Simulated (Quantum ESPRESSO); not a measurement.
**Li: phonon spectrum and thermodynamics under several settings**

```
CELL_PARAMETERS angstrom
3.03439 0.00000 0.00000
-1.51719 2.62786 0.00000
0.00000 0.00000 10.21621
ATOMIC_POSITIONS crystal
Li 0.66667 0.33333 0.75000
Li 0.00000 0.00000 0.50000
Li 0.33333 0.66667 0.25000
Li 0.00000 0.00000 0.00000
```

This isn't the form of Li at room conditions, which is bcc.

All runs used Quantum ESPRESSO 7.5; k mesh 8 × 8 × 2; relaxed cell; no spin polarisation; cutoff 612 eV; occupations methfessel-paxton, width 0.272 eV; q mesh 4 × 4 × 1.

```csv
level,potentials,volume (Å³/atom),highest frequency (cm⁻¹),zero-point energy (meV/atom),entropy at room temperature (k_B/atom)
PBE,GBRV 1.5 PBE,?,?,?,?
LDA,GBRV 1.5 LDA,18.96,350,41.4,3.16
```

Problem. What stands in the row left open?

Solution. Volume 20.26 Å³/atom; highest frequency 334 cm⁻¹; zero-point energy 40.3 meV/atom; entropy at room temperature 3.22 k_B/atom.

Caveats: the mesh is thin for the phonons of a metal; λ from interpolated matrix elements is rough: modes that symmetry makes equal can differ by tens of percent; some modes are imaginary (some runs); before the sum rule the acoustic modes lie tens of cm⁻¹ from zero, a sign that the density grid also shifts the optical modes (some runs).

For the row left open. Caveat: the k mesh is coarse; the mesh is thin for the phonons of a metal; the interpolated spectrum has imaginary branches, which spoil the λ, ω_log and α²F that the log prints; λ from interpolated matrix elements is rough: modes that symmetry makes equal can differ by tens of percent.
